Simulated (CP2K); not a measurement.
The system is Au.

```
CELL_PARAMETERS angstrom
2.90000 0.00000 0.00000
-1.45000 2.51147 0.00000
0.00000 0.00000 4.88000
ATOMIC_POSITIONS crystal
Au 0.66667 0.33333 0.25000
Au 0.33333 0.66667 0.75000
```

This isn't the form of Au at room conditions, which is fcc.

| Item | Value |
| --- | --- |
| Program | CP2K 2026.2 |
| Task | single point |
| Functional | PBE |
| Potentials or basis | POTENTIAL_UZH Au GTH-PBE-q11; TZVP-MOLOPT-PBE-GTH basis |
| Density cutoff | 6803 eV |
| k mesh | 11 × 11 × 6 |
| Occupations | fermi-dirac, width 0.05 eV |
| Spin | no spin polarisation |

On this cell: pressure 6.2 GPa; largest force under 0.003 eV/Å; band gap on the k mesh none (metal or under the smearing width).

The same run follows on a disturbed copy (atoms moved at random, drawn with an rms of 0.05 Å):

```
Au
1.0
     2.90000    0.00000    0.00000
    -1.45000    2.51147    0.00000
     0.00000    0.00000    4.88000
Au
2
Direct
  0.68819 0.35203 0.25122
  0.32218 0.66326 0.75447
```

**Question.** What does the disturbed cell give?

**Answer.** The energy (extrapolated to zero smearing) moves by +1.2 meV/atom; pressure 6.2 GPa; largest force 0.125 eV/Å; band gap on the k mesh none (metal or under the smearing width).

Forces on the atoms (eV/Å):
```
Au  -0.041 -0.027  0.115
Au   0.041  0.027 -0.115
```

Stress tensor (GPa, compression positive):
```
 6.86  0.28 -0.09
 0.28  6.42 -0.06
-0.09 -0.06  5.40
```

Caveats: the basis of atomic orbitals isn't converged, which shifts pressures, moduli and gaps.
